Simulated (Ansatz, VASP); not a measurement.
Given: the input of a run of VASP 6.6.1 on Cu.

Contents of INCAR:

```
PREC     = Accurate       # precision mode
ENCUT    = 600            # plane-wave cutoff, eV
EDIFF    = 1E-6           # SCF threshold, eV
ISMEAR   = -1             # smearing method
SIGMA    = 0.05           # smearing width, eV
LREAL    = False          # projectors in reciprocal space
LASPH    = True           # aspherical terms in the spheres
NELM     = 100            # most SCF steps
ALGO     = Normal         # electronic algorithm
ISIF     = 3              # what is computed and relaxed
LWAVE    = False          # write WAVECAR
LCHARG   = False          # write CHGCAR
GGA      = PE             # functional
IBRION   = 2              # ionic algorithm
NSW      = 60             # ionic steps
EDIFFG   = -0.02          # ionic threshold
```

KPOINTS

```
Automatic mesh
0
Gamma
  13 13 13
```

POSCAR

```
Cu
1.0
    0.0000000000      1.8075000000      1.8075000000
    1.8075000000      0.0000000000      1.8075000000
    1.8075000000      1.8075000000      0.0000000000
Cu
1
Direct
    0.0000000000      0.0000000000      0.0000000000
```

Potentials or basis: VASP PAW PBE potentials, release 64 (Cu_pv).

Launch:

```bash
$ cat potpaw_PBE.64/Cu_pv/POTCAR > POTCAR
$ mpirun -np 1 vasp_std > vasp.out
```

Problem. Set up the same calculation for Ansatz 0.2.0. Potentials there: Ansatz PAW.

Solution. As run (the cutoff follows the program's own potentials):

The input input.yaml:

```yaml
crystal:
  lattice:
    - [0.0, 1.8075, 1.8075]
    - [1.8075, 0.0, 1.8075]
    - [1.8075, 1.8075, 0.0]
  atoms:
    - { symbol: Cu, position: [0.0, 0.0, 0.0] }
hamiltonian:
  xc: pbe
  pseudopotentials: { kind: paw }
kpoints:
  mp_grid: { grid: [13, 13, 13] }
scf:
  occupations: { method: fermi_dirac, width: 0.05 }
output:
  forces: true
  stress: true
relax:
  f_tol: 0.01
  max_steps: 40
  cell: { stress_tol: 0.05 }
```

Potentials or basis: Ansatz PAW.

The run is started by

```sh
$ ansatz run input.yaml --threads 2 --pin off --max-ram 5632MiB --backend cpu --events-out ev --progress --plain --runs-dir out
```

Both were run:

|  | VASP | Ansatz | Ansatz less VASP |
| --- | --- | --- | --- |
| relaxed volume (Å³/atom) | 11.85 | 11.95 | +0.093 |
| relaxed cell length with the largest relative difference (Å) | 2.559 | 2.566 | +0.0067 |

The two sets of potentials don't hold the same shells in valence.

Caveats: the plane-wave basis is chosen anew once the cell has moved, so the energies of steps on either side of that aren't comparable (Ansatz). PBE usually gives volumes a little too large and moduli too small. Zero-point motion and thermal expansion aren't in these numbers.
